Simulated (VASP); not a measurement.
## TaAs: relaxation of cell and atoms with PBE

The system is TaAs.

```
CELL_PARAMETERS angstrom
-1.73136 1.73136 5.88900
1.73136 -1.73136 5.88900
1.73136 1.73136 -5.88900
ATOMIC_POSITIONS crystal
Ta 0.50012 0.00012 0.50000
Ta 0.75012 0.75012 0.00000
As 0.08248 0.58248 0.50000
As 0.33248 0.33248 0.00000
```

The cell is a database's computed one.

```yaml
Program: VASP 6.6.1
Task: relaxation of cell and atoms
Functional: PBE
Potentials_or_basis: VASP PAW PBE potentials, release 64 (Ta_pv, As)
Cutoff: 520 eV
k_mesh: 6 × 6 × 6
Occupations: gaussian, width 0.1 eV
Spin: collinear spin, ferromagnetic start
Starting_moments: "[1.0, 1.0, 0.0, 0.0] μB"
Further_INCAR_settings: ALGO = Fast; EDIFF = 1e-07; IBRION = 2; EDIFFG = -0.002; NSW = 80; ISIF = 3
```

```
Pressure after relaxing                               : 0.0 GPa
Band gap on the k mesh                                : 0.11 eV, indirect (least direct gap 0.19 eV)
Net moment                                            : 0.00 μB per cell
Valence electrons inside the program's atomic spheres : Ta 8.80; As 2.93
```

Final structure:
```cif
data_structure
_symmetry_space_group_name_H-M 'P 1'
_symmetry_Int_Tables_number 1
_cell_length_a 6.3777
_cell_length_b 6.3777
_cell_length_c 6.3777
_cell_angle_alpha 148.497
_cell_angle_beta 148.497
_cell_angle_gamma 45.153
_cell_volume 70.61
loop_
_atom_site_label
_atom_site_type_symbol
_atom_site_fract_x
_atom_site_fract_y
_atom_site_fract_z
_atom_site_occupancy
Ta1 Ta 0.50012 0.00012 0.50000 1
Ta2 Ta 0.75012 0.75012 0.00000 1
As1 As 0.08248 0.58248 0.50000 1
As2 As 0.33248 0.33248 0.00000 1
```

Levels at points of the mesh, in eV from the valence-band top:
Spin up:
```csv
k point,band 14,band 15,band 16,band 17,band 18,band 19
"(0.00, 0.00, 0.00)",-1.84,-1.55,-1.55,0.96,1.61,2.37
"(0.50, 0.00, 0.00)",-2.22,-1.47,-0.19,0.20,1.42,2.28
"(0.50, 0.50, 0.00)",-3.09,-1.05,-1.05,2.84,2.86,3.10
"(0.50, 0.50, 0.50)",-2.67,-0.86,-0.86,1.26,1.26,2.32
```
Spin down:
| k point | band 12 | band 13 | band 14 | band 15 | band 16 | band 17 | band 18 | band 19 | band 20 | band 21 |
| --- | --- | --- | --- | --- | --- | --- | --- | --- | --- | --- |
| (0.00, 0.00, 0.00) | -2.37 | -2.23 | -1.84 | -1.55 | -1.55 | 0.96 | 1.61 | 2.37 | 3.10 | 3.38 |
| (0.50, 0.00, 0.00) | -3.31 | -2.34 | -2.22 | -1.47 | -0.19 | 0.20 | 1.42 | 2.28 | 2.47 | 3.29 |
| (0.50, 0.50, 0.00) | -4.94 | -3.09 | -3.09 | -1.05 | -1.05 | 2.86 | 2.89 | 3.13 | 3.35 | 3.80 |
| (0.50, 0.50, 0.50) | -2.77 | -2.67 | -2.67 | -0.86 | -0.86 | 1.26 | 1.26 | 2.32 | 2.49 | 3.08 |

Run time: 3.2 min on 1 thread of Intel(R) Xeon(R) Platinum 8488C (Sapphire Rapids), on a shared host, peak memory 0.44 GiB.

Caveat: the k mesh is coarse (spacing up to 0.43 Å⁻¹), so the values aren't converged; the relaxation stopped at its first step, so nothing moved; spin-orbit coupling is left out, which moves the levels of the heavy elements. A k mesh can miss the band edges.
